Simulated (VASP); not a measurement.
Cu: equation of state with PBEsol

Cu:

```
Cu
1.0
    -1.46206    1.46206    1.33570
     1.46206   -1.46206    1.33570
     1.46206    1.46206   -1.33570
Cu
1
Direct
  0.00000 0.00000 0.00000
```

This isn't the form of Cu at room conditions, which is fcc.

```
Program                : VASP 6.6.1
Task                   : equation of state
Functional             : PBEsol
Potentials or basis    : VASP PAW PBE potentials, release 64 (Cu)
Cutoff                 : 520 eV
k mesh                 : 12 × 12 × 12
Occupations            : fermi-dirac, width 0.05 eV
Spin                   : no spin polarisation
Ladder                 : gaps
Further INCAR settings : ALGO = Fast; EDIFF = 1e-06
```

```json
{
 "Equilibrium volume": "11.42 Å³/atom",
 "Bulk modulus at fixed shape and positions": "161 GPa",
 "Pressure derivative of the bulk modulus": "5.0 (rough: it moves with the points fitted)"
}
```

Energy against volume, from the lowest point:
| volume (Å³/atom) | energy (meV/atom) |
| --- | --- |
| 10.964 | 10.07 |
| 11.192 | 2.44 |
| 11.421 | 0.00 |
| 11.649 | 2.18 |
| 11.878 | 8.44 |

All runs of the series together: 79 s on 1 thread of Intel(R) Xeon(R) Platinum 8259CL CPU @ 2.50GHz (Skylake/Cascade Lake), on a shared host.

Caveat: the cell was scaled at fixed shape and fractional positions, which overstates the stiffness of a crystal with free parameters, most of all of layers and chains; the PAW data sets were made with another functional, which shifts forces and pressure a little.
